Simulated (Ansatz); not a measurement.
# InAs: the cost of one run

Computed with Ansatz 0.2.0 (DFT PBE, scalar-relativistic, plane waves, PAW, unless a step's input says otherwise).

The COD entry's cell or inner coordinates are ideal or old and differ from later refinements, so a difference from it is no clean test against experiment.

1 further run of the same task is left out (set aside as unsound or not needed).

### 1 Starting point

Symmetry: F-43m, No. 216, cubic system. Conventional cell: a = 6.186 Å, b = 6.186 Å, c = 6.186 Å, α = 90.00°, β = 90.00°, γ = 90.00°. In (site symmetry -43m) has 4 As at 2.68 Å as nearest neighbours. As (site symmetry -43m) has 4 In at 2.68 Å as nearest neighbours.

As a file:

```xyz
2
Lattice="0.0000 3.0932 3.0932 3.0932 0.0000 3.0932 3.0932 3.0932 0.0000" Properties=species:S:1:pos:R:3 pbc="T T T"
In    0.0000    0.0000    0.0000
As    1.5466    1.5466    1.5466
```

This cell was relaxed beforehand with the same method: volume 29.59 Å³/atom, gap on the mesh none (metal).

### 2 The ladder chain

A free-standing chain of the crystal's atoms, periodic along c. Atoms and period relax; energies count from the bulk, -5227.2346 eV an atom.

The cell holds 2 In, 2 As: a = 11.500 Å, b = 9.300 Å, c = 4.822 Å, α = 90.00°, β = 90.00°, γ = 90.00°.

### 3 Relaxing it

Pressure and volume refer to the whole cell with its vacuum; only the period along c may change.

The input, input.yaml:

```yaml
crystal:
  lattice:
    - [11.5, 0.0, 0.0]
    - [0.0, 9.3, 0.0]
    - [0.0, 0.0, 4.8217646585]
  atoms:
    - { symbol: In, position: [0.3899379806, 0.5, 0.0], spin: 0.5 }
    - { symbol: As, position: [0.3899379806, 0.5, 0.5], spin: 0.5 }
    - { symbol: As, position: [0.6100620194, 0.5, 0.0], spin: 0.5 }
    - { symbol: In, position: [0.6100620194, 0.5, 0.5], spin: 0.5 }
basis:
  ecutwfc: 420
kpoints:
  mp_grid: { grid: [1, 1, 14] }
hamiltonian:
  xc: pbe
scf:
  occupations: { method: gaussian, width: 0.05 }
output:
  forces: true
  stress: true
  eigenvalues: true
  populations: true
  write_density: true
  write_potential: true
  elf: true
  volumetric_format: npy
magnetization:
  spin_polarized: true
relax:
  adjacent_minimum: "off"
  f_tol: 0.01
  max_steps: 45
  cell: { fix: [a, b, alpha, beta, gamma], stress_tol: 0.03 }
```

Run with:

```sh
ansatz run input.yaml --threads 2 --pin off --max-ram 5120MiB --backend cpu --events-out ev --progress --plain --runs-dir out
```

What time and memory should one allow on 2 threads of Intel Xeon at 2.50GHz (Skylake/Cascade Lake), shared host?

About 9.4 min, with a peak of 0.96 GiB.
